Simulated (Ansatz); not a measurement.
# HfN: input, output and frames of a trajectory

The calculation used Ansatz, DFT PBE, scalar-relativistic, plane waves, PAW. The runs took a 420 eV cutoff, a shifted (0.5, 0.5, 0.5 steps) 2×2×2 mesh and Fermi–Dirac smearing (0.05 eV). The mesh is coarse. Spin–orbit coupling is left out, which can shift energies with elements as heavy as these. No spin polarisation.

16 atoms, starting at 1.01 times the perfect crystal's volume (space group Fm-3m, the cell as given, not relaxed at this level); Langevin thermostat at 450 K (friction 0.05 fs⁻¹), fixed cell; 49 steps of 2 fs. The run is short and not equilibrated.

The calculation finished and met its thresholds.

Time: 100 s on 4 threads of Intel(R) Xeon(R) Platinum 8488C (Sapphire Rapids) (shared host), peak memory 0.9 GiB.

Command:
```bash
ansatz run input.yaml --threads 4 --pin off --max-ram 5120MiB --backend cpu --events-out ev --progress --plain --runs-dir out
```

Input:
```yaml
crystal:
  lattice:
    - [-4.533010077, 4.533010077, 0.0]
    - [-4.533010077, 0.0, 4.533010077]
    - [0.0, 4.533010077, 4.533010077]
  atoms:
    - { symbol: Hf, position: [0.0, 0.0, 0.0] }
    - { symbol: Hf, position: [0.5, 0.0, 0.0] }
    - { symbol: Hf, position: [0.0, 0.5, 0.0] }
    - { symbol: Hf, position: [0.0, 0.0, 0.5] }
    - { symbol: Hf, position: [0.5, 0.5, 0.0] }
    - { symbol: Hf, position: [0.5, 0.0, 0.5] }
    - { symbol: Hf, position: [0.0, 0.5, 0.5] }
    - { symbol: Hf, position: [0.5, 0.5, 0.5] }
    - { symbol: "N", position: [0.75, 0.75, 0.75] }
    - { symbol: "N", position: [0.25, 0.75, 0.75] }
    - { symbol: "N", position: [0.75, 0.25, 0.75] }
    - { symbol: "N", position: [0.75, 0.75, 0.25] }
    - { symbol: "N", position: [0.25, 0.25, 0.75] }
    - { symbol: "N", position: [0.25, 0.75, 0.25] }
    - { symbol: "N", position: [0.75, 0.25, 0.25] }
    - { symbol: "N", position: [0.25, 0.25, 0.25] }
basis:
  ecutwfc: 420
kpoints:
  mp_grid: { grid: [2, 2, 2], shift: [0.5, 0.5, 0.5] }
hamiltonian:
  xc: pbe
scf:
  occupations: { method: fermi_dirac, width: 0.05 }
  lower_state_search: "off"
  convergence: { dr2_threshold: 1.0e-07 }
output:
  forces: true
  stress: true
md:
  timestep: 2.0
  n_steps: 49
  ensemble: nvt_langevin
  temperature: 450.0
  initial_velocities: maxwell_boltzmann
  seed: 39668
  friction: 0.05
```

Output (its end):
```
...
md step    49: t =    98.00 fs T =   390.6 K  F+E_penalty+E_count = -128868.39943003 eV  E_kin = 0.807802 eV  P_inst = 5.8249 GPa (7 SCF iters)
SCF converged after 7 iterations
Free energy (F): -128868.399430 eV
Harris-Foulkes:  -128868.399430 eV  (|F-HF|=4.75e-8)
Internal energy: -128868.370832 eV  (E = F + TS)
E sigma→0 (E₀):  -128868.385131 eV
Entropy (-TS):   -0.028598 eV (-1.787 meV/atom)
Fermi energy:    23.620378 eV
--- Per-component energies (eV) ---
  E_band       = 1394.748129
  E_kinetic    = 4457.595626
  E_local      = -38207.123708  (includes V_loc(G=0)·N_el)
  E_nonlocal   = -9586.835008
  E_hartree    = 18128.767135
  E_xc         = -2894.346973
  E_vxc        = -2760.273974  (∫ρ·V_xc dr)
  E_paw        = -56438.659857  (= ΣΔE_a)
  E_vpaw       = 11233.850335  (= ΣTr[D̂ρ^β])
  E_aug_tail   = 0.000758  (compensation charges beyond the density's cutoff)
  E_ewald      = -44327.768805
  E_smearing   = -0.028598  (= −TS)
  E_closure    = 0.000000  (closes the sum)
  Σ components = -128868.399430   (vs F -128868.399430, Δ=0.00e0)
--- Forces (eV/Å), atoms counted from 1 ---
  atom   1  Hf     0.14744767     0.55993224     0.02215720
  atom   2  Hf    -1.52939902     0.74702000     0.59081548
  atom   3  Hf    -0.78687793     0.35985774    -0.72195980
  atom   4  Hf     0.27675022    -0.46218352    -0.71472773
  atom   5  Hf     2.35516050    -0.27715379     0.32289681
  atom   6  Hf    -0.16987158    -0.35730154    -0.53001399
  atom   7  Hf    -0.79125803     0.11329578     1.00949647
  atom   8  Hf    -0.80288924     0.28139467     0.16691187
  atom   9  N     -0.60004621    -0.36308435     0.05285818
  atom  10  N      0.29319918    -0.20637722    -0.02665937
  atom  11  N     -0.33111551    -0.26668464     0.72517957
  atom  12  N      0.89431718     0.27735330     0.72321154
  atom  13  N     -0.34789630     0.02466069    -1.02175356
  atom  14  N      0.37742525     0.29344204    -0.56254202
  atom  15  N     -0.35980543    -0.20255199    -0.26519148
  atom  16  N      1.37482584    -0.52168606     0.22930754
  max |Σ_I F_I| component: 6.67e-5 eV/Å
--- Stress (GPa, compression-positive) ---
        6.260048       0.397669       0.767764
        0.397670       5.180231      -0.291487
        0.767764      -0.291487       4.644935
  P = ⅓ Tr σ = 5.3617 GPa (53.617 kbar)
--- MD trajectory: 49 steps, t = 0.0 → 98.0 fs ---
  final state: T = 390.6 K   F+E_penalty+E_count = -128868.39943003 eV   E_kin = 0.807802 eV
```

Frames along the run (Å, eV/Å; dE is the potential energy from the first frame):

```xyz
16
Lattice="-4.533 4.533 0.000 -4.533 0.000 4.533 0.000 4.533 4.533" Properties=species:S:1:pos:R:3:forces:R:3 pbc="T T T" time_fs=0.00 dE_eV=0.0000 T_K=422
Hf    0.000    0.000    0.000    0.000    0.000    0.000
Hf   -2.267    2.267    0.000    0.000    0.000    0.000
Hf   -2.267    0.000    2.267    0.000    0.000    0.000
Hf    0.000    2.267    2.267    0.000    0.000    0.000
Hf   -4.533    2.267    2.267    0.000    0.000    0.000
Hf   -2.267    4.533    2.267    0.000    0.000    0.000
Hf   -2.267    2.267    4.533    0.000    0.000    0.000
Hf   -4.533    4.533    4.533    0.000    0.000    0.000
N    -6.800    6.800    6.800    0.000    0.000    0.000
N    -4.533    4.533    6.800    0.000    0.000    0.000
N    -4.533    6.800    4.533    0.000    0.000    0.000
N    -6.800    4.533    4.533    0.000    0.000    0.000
N    -2.267    4.533    4.533    0.000    0.000    0.000
N    -4.533    2.267    4.533    0.000    0.000    0.000
N    -4.533    4.533    2.267    0.000    0.000    0.000
N    -2.267    2.267    2.267    0.000    0.000    0.000
16
Lattice="-4.533 4.533 0.000 -4.533 0.000 4.533 0.000 4.533 4.533" Properties=species:S:1:pos:R:3:forces:R:3 pbc="T T T" time_fs=8.00 dE_eV=0.1514 T_K=370
Hf    0.015   -0.013   -0.005   -0.171    0.121    0.334
Hf   -2.264    2.284   -0.006   -0.157    0.006   -0.002
Hf   -2.246   -0.006    2.272    0.005   -0.125    0.188
Hf    0.009    2.270    2.293    0.300   -0.088    0.174
Hf   -4.547    2.260    2.260    0.151    0.079    0.167
Hf   -2.273    4.540    2.249    0.063    0.201   -0.175
Hf   -2.285    2.265    4.533    0.062   -0.310    0.503
Hf   -4.526    4.535    4.534   -0.710   -0.028   -0.068
N    -6.761    6.814    6.792   -0.574   -0.036    0.009
N    -4.509    4.558    6.808   -0.220   -0.343   -0.066
N    -4.555    6.800    4.560    0.201   -0.049   -0.412
N    -6.803    4.514    4.489    0.096    0.360    0.550
N    -2.345    4.552    4.541    1.115   -0.293   -0.039
N    -4.563    2.244    4.605    0.396    0.221   -0.685
N    -4.505    4.501    2.264   -0.370    0.376    0.078
N    -2.251    2.264    2.320   -0.187   -0.091   -0.555
16
Lattice="-4.533 4.533 0.000 -4.533 0.000 4.533 0.000 4.533 4.533" Properties=species:S:1:pos:R:3:forces:R:3 pbc="T T T" time_fs=16.00 dE_eV=0.3642 T_K=365
Hf    0.022   -0.021   -0.008   -0.083    0.110    0.518
Hf   -2.249    2.289   -0.020   -0.541    0.105    0.234
Hf   -2.228    0.000    2.271   -0.278   -0.349    0.383
Hf    0.019    2.277    2.323    0.449   -0.076    0.293
Hf   -4.569    2.250    2.250    0.174    0.113    0.313
Hf   -2.270    4.539    2.229   -0.046    0.394   -0.072
Hf   -2.306    2.269    4.532    0.174   -0.501    1.087
Hf   -4.518    4.534    4.542   -0.858   -0.053   -0.059
N    -6.768    6.816    6.820   -0.513   -0.007   -0.355
N    -4.513    4.571    6.781   -0.154   -0.512    0.235
N    -4.571    6.770    4.587    0.337    0.193   -0.682
N    -6.768    4.526    4.469   -0.215    0.269    0.797
N    -2.358    4.550    4.539    1.293   -0.303   -0.053
N    -4.587    2.239    4.673    0.716    0.309   -1.356
N    -4.496    4.476    2.302   -0.344    0.589   -0.216
N    -2.252    2.275    2.362   -0.111   -0.280   -1.066
16
Lattice="-4.533 4.533 0.000 -4.533 0.000 4.533 0.000 4.533 4.533" Properties=species:S:1:pos:R:3:forces:R:3 pbc="T T T" time_fs=22.00 dE_eV=0.5060 T_K=452
Hf    0.029   -0.022   -0.010   -0.259    0.233    0.756
Hf   -2.231    2.283   -0.025   -0.940    0.203    0.306
Hf   -2.209    0.003    2.267   -0.785   -0.413    0.732
Hf    0.024    2.286    2.337    0.458   -0.151    0.510
Hf   -4.590    2.253    2.249    0.286   -0.034    0.450
Hf   -2.266    4.540    2.224   -0.285    0.470    0.244
Hf   -2.322    2.264    4.525    0.112   -0.537    1.292
Hf   -4.513    4.533    4.553   -0.943    0.013    0.247
N    -6.778    6.824    6.809   -0.457   -0.108   -0.199
N    -4.527    4.532    6.787    0.000    0.020    0.199
N    -4.599    6.777    4.590    0.618    0.099   -0.652
N    -6.767    4.521    4.527   -0.041    0.153    0.019
N    -2.350    4.519    4.511    1.133    0.080    0.240
N    -4.607    2.258    4.725    0.983    0.025   -1.916
N    -4.512    4.496    2.373    0.081    0.325   -1.105
N    -2.262    2.285    2.362    0.040   -0.378   -1.121
16
Lattice="-4.533 4.533 0.000 -4.533 0.000 4.533 0.000 4.533 4.533" Properties=species:S:1:pos:R:3:forces:R:3 pbc="T T T" time_fs=30.00 dE_eV=0.5692 T_K=370
Hf    0.028   -0.017   -0.006   -0.407    0.134    0.804
Hf   -2.215    2.271   -0.039   -1.233    0.275    0.285
Hf   -2.187    0.001    2.264   -1.390   -0.602    0.770
Hf    0.032    2.292    2.348    0.272   -0.565    0.263
Hf   -4.613    2.260    2.248    0.363   -0.364    0.403
Hf   -2.267    4.545    2.228   -0.550    0.165    0.275
Hf   -2.337    2.256    4.523    0.127   -0.602    0.917
Hf   -4.514    4.531    4.563   -0.912   -0.045    0.335
N    -6.807    6.803    6.774   -0.256    0.123    0.121
N    -4.569    4.458    6.851    0.407    0.937   -0.517
N    -4.625    6.770    4.567    0.792    0.225   -0.328
N    -6.788    4.537    4.550    0.320   -0.174   -0.398
N    -2.319    4.461    4.480    0.566    0.693    0.598
N    -4.599    2.283    4.719    0.954   -0.360   -1.777
N    -4.542    4.510    2.378    0.570    0.225   -1.308
N    -2.297    2.257    2.307    0.376   -0.066   -0.443
16
Lattice="-4.533 4.533 0.000 -4.533 0.000 4.533 0.000 4.533 4.533" Properties=species:S:1:pos:R:3:forces:R:3 pbc="T T T" time_fs=38.00 dE_eV=0.6167 T_K=490
Hf    0.020   -0.013    0.006   -0.010   -0.018    0.445
Hf   -2.212    2.260   -0.056   -0.993    0.371    0.192
Hf   -2.174   -0.016    2.272   -1.645   -0.577    0.504
Hf    0.035    2.292    2.350   -0.002   -0.680   -0.337
Hf   -4.635    2.263    2.242    0.485   -0.535    0.091
Hf   -2.275    4.545    2.246   -0.481    0.024   -0.227
Hf   -2.336    2.247    4.520    0.392   -0.571    0.621
Hf   -4.503    4.535    4.572   -0.757   -0.205   -0.163
N    -6.868    6.790    6.757    0.570    0.114    0.137
N    -4.590    4.438    6.901    0.724    1.105   -1.014
N    -4.574    6.758    4.507    0.195    0.464    0.580
N    -6.787    4.552    4.553    0.252   -0.473   -0.514
N    -2.218    4.431    4.455   -0.724    1.025    1.053
N    -4.586    2.290    4.685    0.755   -0.534   -1.394
N    -4.574    4.534    2.294    0.964    0.011   -0.356
N    -2.298    2.206    2.236    0.276    0.479    0.382
16
Lattice="-4.533 4.533 0.000 -4.533 0.000 4.533 0.000 4.533 4.533" Properties=species:S:1:pos:R:3:forces:R:3 pbc="T T T" time_fs=46.00 dE_eV=0.6420 T_K=368
Hf    0.013   -0.014    0.018    0.204   -0.377    0.077
Hf   -2.227    2.248   -0.068   -0.515    0.237    0.141
Hf   -2.171   -0.024    2.291   -2.040   -0.675    0.136
Hf    0.033    2.288    2.355   -0.024   -0.399   -0.689
Hf   -4.665    2.257    2.238    0.797   -0.594   -0.163
Hf   -2.288    4.544    2.262   -0.172   -0.066   -0.560
Hf   -2.326    2.244    4.519    0.727   -0.683    0.562
Hf   -4.487    4.534    4.573   -0.725   -0.462   -0.301
N    -6.901    6.769    6.747    0.943    0.279    0.236
N    -4.570    4.479    6.900    0.527    0.522   -0.969
N    -4.534    6.712    4.515   -0.255    1.010    0.573
N    -6.785    4.534    4.533    0.114   -0.227   -0.126
N    -2.185    4.427    4.479   -1.130    1.041    0.836
N    -4.541    2.256    4.608    0.036   -0.061   -0.629
N    -4.622    4.554    2.273    1.691   -0.244   -0.059
N    -2.260    2.186    2.181   -0.179    0.699    0.937
16
Lattice="-4.533 4.533 0.000 -4.533 0.000 4.533 0.000 4.533 4.533" Properties=species:S:1:pos:R:3:forces:R:3 pbc="T T T" time_fs=52.00 dE_eV=0.5240 T_K=444
Hf    0.006   -0.017    0.025    0.090   -0.486   -0.376
Hf   -2.239    2.241   -0.072   -0.413    0.156    0.353
Hf   -2.176   -0.034    2.301   -2.032   -0.551   -0.080
Hf    0.026    2.289    2.361    0.109   -0.417   -0.630
Hf   -4.687    2.242    2.230    0.956   -0.627   -0.117
Hf   -2.291    4.546    2.269    0.125   -0.107   -0.552
Hf   -2.316    2.235    4.521    0.886   -0.520    0.683
Hf   -4.480    4.530    4.572   -0.654   -0.424   -0.355
N    -6.911    6.764    6.776    0.954    0.287   -0.144
N    -4.536    4.480    6.862    0.106    0.541   -0.505
N    -4.533    6.701    4.554   -0.223    1.073   -0.004
N    -6.771    4.517    4.518   -0.112   -0.037    0.205
N    -2.222    4.445    4.536   -0.661    0.752    0.169
N    -4.508    2.258    4.549   -0.413    0.001   -0.107
N    -4.624    4.540    2.243    1.653   -0.144    0.457
N    -2.238    2.198    2.169   -0.373    0.504    1.004
16
Lattice="-4.533 4.533 0.000 -4.533 0.000 4.533 0.000 4.533 4.533" Properties=species:S:1:pos:R:3:forces:R:3 pbc="T T T" time_fs=60.00 dE_eV=0.4566 T_K=437
Hf   -0.007   -0.027    0.042    0.014   -0.345   -0.846
Hf   -2.253    2.227   -0.068   -0.408    0.386    0.637
Hf   -2.186   -0.053    2.319   -1.945   -0.357   -0.189
Hf    0.021    2.288    2.363    0.242   -0.566   -0.624
Hf   -4.716    2.225    2.217    1.388   -0.649   -0.098
Hf   -2.290    4.564    2.281    0.293   -0.437   -0.661
Hf   -2.306    2.230    4.522    0.909   -0.304    0.801
Hf   -4.473    4.513    4.565   -0.771    0.010   -0.423
N    -6.904    6.755    6.804    0.578    0.475   -0.421
N    -4.509    4.457    6.787   -0.333    0.891    0.396
N    -4.522    6.730    4.553   -0.288    0.567   -0.009
N    -6.782    4.516    4.536   -0.078   -0.137    0.108
N    -2.270    4.474    4.570    0.080    0.324   -0.174
N    -4.481    2.271    4.477   -0.765   -0.204    0.503
N    -4.614    4.499    2.241    1.365    0.198    0.635
N    -2.248    2.223    2.224   -0.280    0.150    0.364
16
Lattice="-4.533 4.533 0.000 -4.533 0.000 4.533 0.000 4.533 4.533" Properties=species:S:1:pos:R:3:forces:R:3 pbc="T T T" time_fs=68.00 dE_eV=0.4873 T_K=505
Hf   -0.019   -0.053    0.054    0.057    0.199   -0.641
Hf   -2.254    2.196   -0.068   -0.493    1.171    0.770
Hf   -2.199   -0.065    2.336   -1.657   -0.075   -0.314
Hf    0.024    2.282    2.366    0.322   -0.470   -0.629
Hf   -4.733    2.217    2.214    2.007   -0.415   -0.096
Hf   -2.278    4.569    2.291    0.230   -0.607   -0.835
Hf   -2.289    2.226    4.526    0.673    0.050    0.902
Hf   -4.473    4.493    4.548   -0.916    0.643   -0.256
N    -6.876    6.756    6.797   -0.110    0.468   -0.141
N    -4.495    4.463    6.747   -0.477    0.686    0.902
N    -4.479    6.800    4.555   -0.635   -0.425    0.039
N    -6.797    4.496    4.573   -0.010   -0.088   -0.229
N    -2.297    4.551    4.550    0.641   -0.795    0.141
N    -4.497    2.275    4.476   -0.534   -0.544    0.535
N    -4.583    4.476    2.270    0.812    0.369    0.287
N    -2.286    2.252    2.300    0.091   -0.169   -0.434
16
Lattice="-4.533 4.533 0.000 -4.533 0.000 4.533 0.000 4.533 4.533" Properties=species:S:1:pos:R:3:forces:R:3 pbc="T T T" time_fs=76.00 dE_eV=0.7408 T_K=509
Hf   -0.037   -0.070    0.066    0.291    0.840   -0.329
Hf   -2.241    2.183   -0.061   -0.845    1.627    0.906
Hf   -2.216   -0.076    2.352   -1.196    0.579   -0.493
Hf    0.025    2.288    2.376    0.177   -0.334   -1.007
Hf   -4.743    2.211    2.224    2.375    0.037   -0.395
Hf   -2.268    4.569    2.295   -0.025   -0.263   -0.971
Hf   -2.264    2.232    4.527    0.155    0.223    1.190
Hf   -4.475    4.485    4.548   -0.851    0.939   -0.251
N    -6.864    6.806    6.810   -0.385   -0.379   -0.136
N    -4.539    4.505    6.728    0.134   -0.048    1.240
N    -4.436    6.868    4.523   -1.052   -1.365    0.687
N    -6.808    4.494    4.587    0.066   -0.137   -0.332
N    -2.290    4.576    4.519    0.500   -1.207    0.607
N    -4.559    2.268    4.495    0.285   -0.582    0.501
N    -4.508    4.465    2.309   -0.360    0.433   -0.139
N    -2.367    2.270    2.370    0.730   -0.363   -1.079
16
Lattice="-4.533 4.533 0.000 -4.533 0.000 4.533 0.000 4.533 4.533" Properties=species:S:1:pos:R:3:forces:R:3 pbc="T T T" time_fs=82.00 dE_eV=0.8565 T_K=393
Hf   -0.044   -0.085    0.071    0.303    1.135   -0.128
Hf   -2.233    2.187   -0.045   -1.011    1.449    0.884
Hf   -2.231   -0.085    2.360   -0.956    0.993   -0.575
Hf    0.025    2.296    2.379    0.177   -0.364   -1.444
Hf   -4.746    2.209    2.223    2.641    0.244   -0.461
Hf   -2.267    4.574    2.295   -0.220   -0.105   -0.920
Hf   -2.249    2.223    4.526   -0.201    0.210    1.271
Hf   -4.474    4.488    4.550   -0.842    0.878   -0.141
N    -6.846    6.838    6.826   -0.730   -0.960   -0.223
N    -4.580    4.532    6.754    0.731   -0.562    1.001
N    -4.431    6.873    4.478   -1.093   -1.459    1.384
N    -6.861    4.456    4.572    0.637    0.281   -0.100
N    -2.263    4.570    4.541    0.032   -1.089    0.387
N    -4.582    2.250    4.535    0.514   -0.414    0.156
N    -4.481    4.495    2.311   -0.895    0.153   -0.163
N    -2.393    2.276    2.368    0.913   -0.390   -0.927
16
Lattice="-4.533 4.533 0.000 -4.533 0.000 4.533 0.000 4.533 4.533" Properties=species:S:1:pos:R:3:forces:R:3 pbc="T T T" time_fs=90.00 dE_eV=0.8599 T_K=292
Hf   -0.047   -0.093    0.074    0.063    1.125   -0.049
Hf   -2.230    2.192   -0.031   -1.199    1.003    0.681
Hf   -2.245   -0.087    2.370   -0.976    0.977   -0.748
Hf    0.026    2.294    2.376    0.146   -0.456   -1.654
Hf   -4.741    2.213    2.211    2.633   -0.015   -0.250
Hf   -2.266    4.577    2.296   -0.510   -0.188   -0.787
Hf   -2.237    2.213    4.526   -0.634    0.141    1.041
Hf   -4.473    4.495    4.553   -0.935    0.674    0.019
N    -6.831    6.839    6.811   -1.037   -0.945    0.015
N    -4.593    4.526    6.805    0.890   -0.543    0.490
N    -4.461    6.848    4.449   -0.747   -1.140    1.784
N    -6.915    4.419    4.533    1.178    0.746    0.502
N    -2.252    4.548    4.605   -0.198   -0.775   -0.371
N    -4.591    2.221    4.593    0.494   -0.093   -0.374
N    -4.519    4.523    2.296   -0.540   -0.117   -0.055
N    -2.447    2.278    2.323    1.373   -0.394   -0.245
16
Lattice="-4.533 4.533 0.000 -4.533 0.000 4.533 0.000 4.533 4.533" Properties=species:S:1:pos:R:3:forces:R:3 pbc="T T T" time_fs=98.00 dE_eV=0.6154 T_K=391
Hf   -0.045   -0.086    0.074    0.147    0.560    0.022
Hf   -2.217    2.193   -0.028   -1.529    0.747    0.591
Hf   -2.261   -0.075    2.383   -0.787    0.360   -0.722
Hf    0.019    2.287    2.365    0.277   -0.462   -0.715
Hf   -4.742    2.214    2.202    2.355   -0.277    0.323
Hf   -2.276    4.577    2.297   -0.170   -0.357   -0.530
Hf   -2.231    2.207    4.529   -0.791    0.113    1.009
Hf   -4.472    4.506    4.563   -0.803    0.281    0.167
N    -6.855    6.814    6.800   -0.600   -0.363    0.053
N    -4.553    4.510    6.859    0.293   -0.206   -0.027
N    -4.490    6.782    4.509   -0.331   -0.267    0.725
N    -6.891    4.458    4.530    0.894    0.277    0.723
N    -2.242    4.492    4.669   -0.348    0.025   -1.022
N    -4.581    2.191    4.619    0.377    0.293   -0.563
N    -4.536    4.521    2.316   -0.360   -0.203   -0.265
N    -2.445    2.283    2.287    1.375   -0.522    0.229
```